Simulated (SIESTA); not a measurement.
Set up this calculation in SIESTA 5.4.2, as the native input.

* Task: single point
* Functional: PBEsol
* Potentials or basis: PseudoDojo 0.4 standard (PBEsol files)
* Basis: DZP (energy shift 0.003 Ry; two zetas on semicore shells)
* Grid cutoff: 500 Ry
* Energy shift: 0.003 Ry
* k mesh: 7 × 7 × 7
* Occupations: fermi-dirac, width 0.05 eV
* Spin: no spin polarisation

Crystal: SnTe.

```
CELL_PARAMETERS angstrom
0.00000 3.61115 3.61115
3.61115 0.00000 3.61115
3.61115 3.61115 0.00000
ATOMIC_POSITIONS crystal
Te 0.25104 0.25696 0.24113
Sn 0.00788 0.99528 0.99274
```

The cell comes from a database or a generator and needn't be the stable form of this composition.

The cell isn't the ideal one: atoms moved at random, drawn with an rms of 0.05 Å.

One way to write it, as run:

SnTe.fdf

```
SystemName                      SnTe
SystemLabel                     SnTe
NumberOfSpecies                 2
NumberOfAtoms                   2
%block ChemicalSpeciesLabel
  1  52 Te
  2  50 Sn
%endblock ChemicalSpeciesLabel

LatticeConstant                 1.0 Ang
%block LatticeVectors
     0.0000000000     3.6111460000     3.6111460000
     3.6111460000     0.0000000000     3.6111460000
     3.6111460000     3.6111460000     0.0000000000
%endblock LatticeVectors
AtomicCoordinatesFormat         Fractional
%block AtomicCoordinatesAndAtomicSpecies
     0.2510420000     0.2569570000     0.2411300000  1  Te
     0.0078840000    -0.0047240000    -0.0072590000  2  Sn
%endblock AtomicCoordinatesAndAtomicSpecies

%block kgrid.MonkhorstPack
    7   0   0  0.0
    0   7   0  0.0
    0   0   7  0.0
%endblock kgrid.MonkhorstPack
XC.Functional                   GGA
XC.Authors                      PBEsol
PAO.BasisSize                   DZP
PAO.EnergyShift                 0.003 Ry
Mesh.Cutoff                     500 Ry
OccupationFunction              FD
ElectronicTemperature           0.05 eV
MaxSCFIterations                120
SCF.MustConverge                false
SCF.Mixer.Method                Pulay
SCF.Mixer.Weight                0.25
SCF.Mixer.History               8
SCF.DM.Tolerance                5.0e-05
SCF.H.Tolerance                 1.0e-03 eV
WriteForces                     true
Charge.Mulliken                 end
%block PAO.Basis
  Te 4
  n=5 0 2
    5.613 0.000
  n=5 1 2
    7.253 0.000
  n=4 2 2
    3.260 0.000
  n=5 2 1
    7.253
  Sn 4
  n=5 0 2
    6.406 0.000
  n=5 1 2
    8.599 0.000
  n=4 2 2
    3.767 0.000
  n=5 2 1
    8.599
%endblock PAO.Basis
```

Potentials or basis: PseudoDojo 0.4 standard (PBEsol files), DZP (energy shift 0.003 Ry; two zetas on semicore shells).

Run with:

```sh
$ siesta < SnTe.fdf > SnTe.out 2>&1
```

It gave:

| Quantity | Value |
| --- | --- |
| Pressure | -0.9 GPa |
| Largest force | 0.141 eV/Å |
| Band gap on the k mesh | 0.25 eV, indirect (least direct gap 0.81 eV) |

Caveat: spin-orbit coupling is left out, which moves the levels of the heavy elements; an odd mesh through Γ misses points on the zone boundary, where band edges often lie; the basis of atomic orbitals isn't converged, which shifts pressures, moduli and gaps.

Run time: 16 s on 1 thread of AMD EPYC 9R45 96-Core Processor (Zen 5) (shared host), peak memory 0.28 GiB.
